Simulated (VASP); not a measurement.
# AlN (Cmc2_1) in VASP: further runs, part 2 of 3

VASP 6.6.1. Earlier steps stand in the parts before.

## 3. Relaxation of cell and atoms, PBEsol, target pressure 10 GPa, at which the enthalpy is minimised

This run uses another cell than the first one, of 9.42 Å³/atom, 1.102 times its volume.

Input file INCAR:

```
  PREC = Accurate
  ENCUT = 600
  EDIFF = 1E-6
  ISMEAR = 0
  SIGMA = 0.01
  LREAL = F
  LASPH = T
  NELM = 80
  ALGO = Normal
  ISIF = 8
  LWAVE = F
  LCHARG = F
  GGA = PS
  IBRION = 2
  NSW = 70
  EDIFFG = -0.01
  PSTRESS = 100.0
```

Input file KPOINTS:

```
regular mesh
0
Gamma
  9 9 7
```

Input file POSCAR:

```
AlN
1.0
    1.6547130344     -2.8659629755      0.0000000000
    1.6547130344      2.8659629755      0.0000000000
    0.0000000000      0.0000000000      3.9713112825
Al N
2 2
Direct
    0.0000000000      0.0000000000      0.0000000000
    0.6666666667      0.3333333333      0.5000000000
    0.0000000000      0.0000000000      0.4920000000
    0.6666666667      0.3333333333      0.9920000000
```

Potentials or basis: VASP PAW PBE potentials, release 64 (Al, N).

Launch:

```bash
$ cat potpaw_PBE.64/Al/POTCAR potpaw_PBE.64/N/POTCAR > POTCAR
$ mpirun -np 1 vasp_std > vasp.out
```

OUTCAR:

```text
PREC = Accurate
   ENCUT = 600
   EDIFF = 1E-6
   ISMEAR = 0
   LREAL = F
   LASPH = T
   NELM = 80
   ISIF = 8
   GGA = PS
   IBRION = 2
   NSW = 70
   EDIFFG = -0.01
   PSTRESS = 100.0

 ion  position               nearest neighbor table
   1  0.000  0.000  0.000-   4 1.91   4 1.91   4 1.91   3 1.95   3 2.02   2 2.76   2 2.76   2 2.76
                             2 2.76   2 2.76   2 2.76
   2  0.667  0.333  0.500-   3 1.91   3 1.91   3 1.91   4 1.95   4 2.02   1 2.76   1 2.76   1 2.76
                             1 2.76   1 2.76   1 2.76
   3  0.000  0.000  0.492-   2 1.91   2 1.91   2 1.91   1 1.95   1 2.02
   4  0.667  0.333  0.992-   1 1.91   1 1.91   1 1.91   2 1.95   2 2.02

  LATTYP: Found a base centered orthorhombic cell.
 ALAT       =     3.3094260688
 B/A-ratio  =     1.7320000000
 C/A-ratio  =     1.2000000000

  Lattice vectors:
[... 366 lines left out ...]
  band No.  band energies     occupation
      1      -8.7356      2.00000
      2      -4.4701      2.00000
      3       1.3735      2.00000
      4       4.9080      2.00000
      5       4.9084      2.00000
      6       6.9126      2.00000
      7       6.9127      2.00000
      8       8.3342      2.00000
      9      12.0879      0.00000
     10      13.2250      0.00000
     11      16.7511      0.00000
     12      16.7517      0.00000
[... 331 lines left out ...]
 k-point    24 :       0.4444    0.4444    0.0000
  band No.  band energies     occupation
      1      -6.6861      2.00000
      2      -5.5084      2.00000
      3       1.8146      2.00000
      4       3.5922      2.00000
      5       3.6295      2.00000
      6       4.5133      2.00000
      7       5.2649      2.00000
      8       7.0398      2.00000
      9      12.8525      0.00000
     10      15.0702      0.00000
     11      16.9047      0.00000
     12      18.1251      0.00000

 [... further k-points ...]

------------------------ aborting loop because EDIFF is reached ----------------------------------------

  FORCE on cell =-STRESS in cart. coord.  units (eV):
  Direction    XX          YY          ZZ          XY          YZ          ZX
  --------------------------------------------------------------------------------------
  -------------------------------------------------------------------------------------
  Total        1.4888454      1.4894218      4.0249812      0.0000000      0.0000000      0.0000000
  in kB       63.8014033     63.8261055    172.4822806      0.0000000      0.0000000      0.0000000
  external PRESSURE =       0.0365964 kB  Pullay stress =     100.0000000 kB
[... 23 lines left out ...]
  energy  without entropy=      -30.8645437611  energy(sigma->0) =      -30.86454376

  enthalpy is  TOTEN    =       -28.5309815940 eV   P V=        2.3335621671

 reached required accuracy - stopping structural energy minimisation
```

OSZICAR:

```text
N       E                     dE             d eps       ncg     rms          rms(c)
DAV:   1     0.585597954245E+02    0.58560E+02   -0.82524E+03  2424   0.133E+03
DAV:   2    -0.312588771322E+02   -0.89819E+02   -0.81668E+02  3612   0.258E+02
DAV:   3    -0.352788299797E+02   -0.40200E+01   -0.40027E+01  3156   0.573E+01
[... 35 lines left out ...]
DAV:   1    -0.308646526499E+02    0.39108E-02   -0.40533E-02  2484   0.187E+00    0.781E-02
DAV:   2    -0.308645675095E+02    0.85140E-04   -0.89721E-04  2960   0.273E-01    0.355E-02
DAV:   3    -0.308645460248E+02    0.21485E-04   -0.73485E-05  2948   0.793E-02    0.105E-02
DAV:   4    -0.308645440564E+02    0.19684E-05   -0.89009E-06  3084   0.272E-02    0.482E-03
DAV:   5    -0.308645437611E+02    0.29530E-06   -0.15408E-06  1700   0.122E-02
   5 F= -.28530982E+02 E0= -.28530982E+02  d E =-.182885E-02
```

It took 62 s on 1 thread of Intel Xeon Platinum 8559C (Emerald Rapids), shared host; peak memory 0.19 GiB.

Results:

| Quantity | Value |
| --- | --- |
| Free energy | -30.8645 eV |
| Relaxed volume | 9.35 Å³/atom |
| Relaxed cell | a = 3.301 Å, b = 3.301 Å, c = 3.961 Å, α = 90.00°, β = 90.00°, γ = 120.00° |
| Space group after relaxing (to 0.05 Å) | P6_3/mmc (No. 194) |
| Energy change on relaxing (the enthalpy is what falls) | +1.9 meV/atom |
| Ionic steps | 5 |
| Pressure after relaxing | 10.0 GPa |
| Band gap on the k mesh | 3.75 eV, direct |

Stress tensor (GPa, compression positive):
```
 6.38  0.00  0.00
 0.00  6.38  0.00
 0.00  0.00 17.25
```

Step by step:
```
step  energy change (eV)  largest force (eV/Å)  pressure (GPa)  volume (Å³)
   1              0.0000                0.2569            8.24        37.67
   2              0.0275                0.0596           12.03        37.10
   3              0.0212                0.0959           11.32        37.20
   4              0.0036                0.0335            9.52        37.46
   5              0.0076                0.0005           10.00        37.39
```

Final structure:
```cif
data_structure
_symmetry_space_group_name_H-M 'P 1'
_symmetry_Int_Tables_number 1
_cell_length_a 3.3012
_cell_length_b 3.3012
_cell_length_c 3.9615
_cell_angle_alpha 90.000
_cell_angle_beta 90.000
_cell_angle_gamma 119.999
_cell_volume 37.39
loop_
_atom_site_label
_atom_site_type_symbol
_atom_site_fract_x
_atom_site_fract_y
_atom_site_fract_z
_atom_site_occupancy
Al1 Al 0.00000 0.00000 0.99600 1
Al2 Al 0.66666 0.33334 0.49600 1
N1 N 0.00000 0.00000 0.49600 1
N2 N 0.66666 0.33334 0.99600 1
```

Caveat: the cell is relaxed towards a set pressure, so the enthalpy falls and the energy may rise; the PAW data sets were made with another functional, which shifts forces and pressure a little; an odd mesh through Γ misses points on the zone boundary, where band edges often lie.

## 4. Relaxation of cell and atoms, PBEsol, target pressure 10 GPa, at which the enthalpy is minimised

This run uses another cell than the first one, of 8.72 Å³/atom, 1.021 times its volume.

Input file INCAR:

```
PREC = Accurate ; ENCUT = 600
EDIFF = 1E-6 ; ISMEAR = 0
SIGMA = 0.01 ; LREAL = F
LASPH = T ; NELM = 80
ALGO = Normal ; ISIF = 8
LWAVE = F ; LCHARG = F
GGA = PS ; IBRION = 2
NSW = 70 ; EDIFFG = -0.01
PSTRESS = 100.0
```

Input file KPOINTS:

```
Automatic mesh
0
Gamma
  9 9 7
```

Input file POSCAR:

```
AlN
1.0
    1.8488225708     -2.1261459565      0.0000000000
    1.8488225708      2.1261459565      0.0000000000
    0.0000000000      0.0000000000      4.4371741700
Al N
2 2
Direct
    0.0000000000      0.0000000000      0.0000000000
    0.5394535519      0.4605464481      0.5000000000
    0.0000000000      0.0000000000      0.4920000000
    0.5394535519      0.4605464481      0.9920000000
```

Potentials or basis: VASP PAW PBE potentials, release 64 (Al, N).

Launch:

```bash
$ cat potpaw_PBE.64/Al/POTCAR potpaw_PBE.64/N/POTCAR > POTCAR
$ mpirun -np 1 vasp_std > vasp.out
```

OUTCAR:

```text
PREC = Accurate
   ENCUT = 600
   EDIFF = 1E-6
   ISMEAR = 0
   LREAL = F
   LASPH = T
   NELM = 80
   ISIF = 8
   GGA = PS
   IBRION = 2
   NSW = 70
   EDIFFG = -0.01
   PSTRESS = 100.0

 ion  position               nearest neighbor table
   1  0.000  0.000  0.000-   4 1.86   4 1.86   4 1.96   3 2.18   3 2.25   4 2.29   2 2.89   2 2.89
                             2 2.89   2 2.89   2 2.96   2 2.96   2 3.19   2 3.19
   2  0.539  0.461  0.500-   3 1.86   3 1.86   3 1.96   4 2.18   4 2.25   3 2.29   1 2.89   1 2.89
                             1 2.89   1 2.89   1 2.96   1 2.96   1 3.19   1 3.19
   3  0.000  0.000  0.492-   2 1.86   2 1.86   2 1.96   1 2.18   1 2.25   2 2.29
   4  0.539  0.461  0.992-   1 1.86   1 1.86   1 1.96   2 2.18   2 2.25   1 2.29

  LATTYP: Found a base centered orthorhombic cell.
 ALAT       =     3.6976451416
 B/A-ratio  =     1.1500000000
 C/A-ratio  =     1.2000000000

  Lattice vectors:

[... 676 lines left out ...]

 number of electron      16.0000001 magnetization

------------------------ aborting loop because EDIFF is reached ----------------------------------------
[... 75 lines left out ...]
--------------------------------------- Ionic step       33  -------------------------------------------

 number of electron      16.0000001 magnetization

 Free energy of the ion-electron system (eV)
  ---------------------------------------------------
  ext. energy  EPLUGINS =         0.00000000
  ---------------------------------------------------
  free energy    TOTEN  =       -30.33163506 eV

  energy without entropy =      -30.33163506  energy(sigma->0) =      -30.33163506

 E-fermi :   9.9397     XC(G=0): -12.2870

 val. band max:        9.8324713068   @ k =   0.0000   0.0000   0.0000
 cond. band min:      13.6628014107   @ k =  -0.4444   0.4444   0.0000
 fundamental gap:      3.8303301039
 Fermi energy:         9.9396603539

 k-point     1 :       0.0000    0.0000    0.0000
  band No.  band energies     occupation
      1      -7.8514      2.00000
      2      -4.3992      2.00000
      3       1.9305      2.00000
      4       6.5331      2.00000
      5       8.2090      2.00000
      6       8.6288      2.00000
      7       9.6811      2.00000
      8       9.8325      2.00000
      9      14.5026      0.00000
     10      14.7595      0.00000
     11      15.7021      0.00000
     12      20.9464      0.00000
[... 380 lines left out ...]
  energy  without entropy=      -30.3316350600  energy(sigma->0) =      -30.33163506

  enthalpy is  TOTEN    =       -28.2187530454 eV   P V=        2.1128820146

 reached required accuracy - stopping structural energy minimisation
```

CONTCAR:

```text
AlN
   1.00000000000000
     1.8304122641215477   -2.1049741038189826    0.0000000000000000
     1.8304122641215477    2.1049741038189826    0.0000000000000000
     0.0000000000000000    0.0000000000000000    4.3929894339709179
  Al              N
     2     2
Direct
     0.0195026679793458    0.9804973320206540    0.0196634361496734
     0.5199508839206570    0.4800491160793426    0.5196634361496734
     0.0198428311143255    0.9801571688856745    0.4723365638503240
     0.5196107207856776    0.4803892792143225    0.9723365638503240

  0.00000000E+00  0.00000000E+00  0.00000000E+00
  0.00000000E+00  0.00000000E+00  0.00000000E+00
  0.00000000E+00  0.00000000E+00  0.00000000E+00
  0.00000000E+00  0.00000000E+00  0.00000000E+00
```

It took 3.7 min on 1 thread of Intel Xeon Platinum 8559C (Emerald Rapids), shared host; peak memory 0.19 GiB.

Results:

| Quantity | Value |
| --- | --- |
| Free energy | -30.3316 eV |
| Relaxed volume | 8.46 Å³/atom |
| Relaxed cell | a = 2.790 Å, b = 2.790 Å, c = 4.393 Å, α = 90.00°, β = 90.00°, γ = 97.98° |
| Space group after relaxing (to 0.05 Å) | Fmm2 (No. 42) |
| Energy change on relaxing (the enthalpy is what falls) | -12.0 meV/atom |
| Ionic steps | 33 |
| Pressure after relaxing | 10.1 GPa |
| Largest force after relaxing | 0.007 eV/Å |
| Band gap on the k mesh | 3.83 eV, indirect (least direct gap 4.67 eV) |

Forces in eV/Å, atoms in the order of the input:
```
Al   0.000 -0.004  0.004
Al   0.000  0.004  0.004
N    0.000  0.005 -0.004
N    0.000 -0.005 -0.004
```

Stress tensor (GPa, compression positive):
```
41.11  0.00  0.00
 0.00 -7.69  0.00
 0.00  0.00 -2.98
```

The path:
```
step  energy change (eV)  largest force (eV/Å)  pressure (GPa)  volume (Å³)
   1              0.0000                0.4692            2.67        34.88
   2              0.0970                0.4485           18.22        32.91
   3              0.0411                0.4603           12.21        33.61
   4              0.0162                0.2285           11.33        33.58
   5              0.0054                0.2027           10.87        33.53
   6              0.0032                0.1434           10.78        33.54
   7             -0.0165                0.1237            8.68        33.79
   8             -0.0244                0.1198            7.74        33.91
   9             -0.0249                0.1176            7.97        33.89
  10             -0.0255                0.1213            8.67        33.82
  11             -0.0218                0.1743           10.20        33.68
  12             -0.0205                0.1856           10.48        33.66
  13             -0.0251                0.1811           10.51        33.68
  14             -0.0349                0.1577           10.81        33.76
  15             -0.0496                0.1102            9.35        33.94
  16             -0.0586                0.0823            8.34        34.08
  17             -0.0551                0.0575            9.14        33.99
  18             -0.0502                0.0366            9.99        33.90
  19             -0.0496                0.0348           10.08        33.89
  20             -0.0494                0.0342           10.10        33.88
  21             -0.0499                0.0302           10.04        33.89
  22             -0.0514                0.0247            9.80        33.91
  23             -0.0541                0.0407            9.34        33.96
  24             -0.0525                0.0299            9.63        33.93
  25             -0.0515                0.0306            9.74        33.91
  26             -0.0486                0.0326           10.10        33.86
  27             -0.0480                0.0326           10.18        33.85
  28             -0.0483                0.0287           10.14        33.86
  29             -0.0490                0.0203           10.02        33.87
  30             -0.0501                0.0178            9.80        33.89
  31             -0.0494                0.0159            9.93        33.87
  32             -0.0487                0.0105           10.05        33.86
  33             -0.0481                0.0067           10.15        33.85
```

Final structure:
```
Al N
1.0
     1.83041   -2.10497    0.00000
     1.83041    2.10497    0.00000
     0.00000    0.00000    4.39299
Al N
2 2
Direct
  0.01950 0.98050 0.01966
  0.51995 0.48005 0.51966
  0.01984 0.98016 0.47234
  0.51961 0.48039 0.97234
```

Caveat: the cell is relaxed towards a set pressure, so the enthalpy falls and the energy may rise; the PAW data sets were made with another functional, which shifts forces and pressure a little; an odd mesh through Γ misses points on the zone boundary, where band edges often lie.

[end of part 2 of 3]
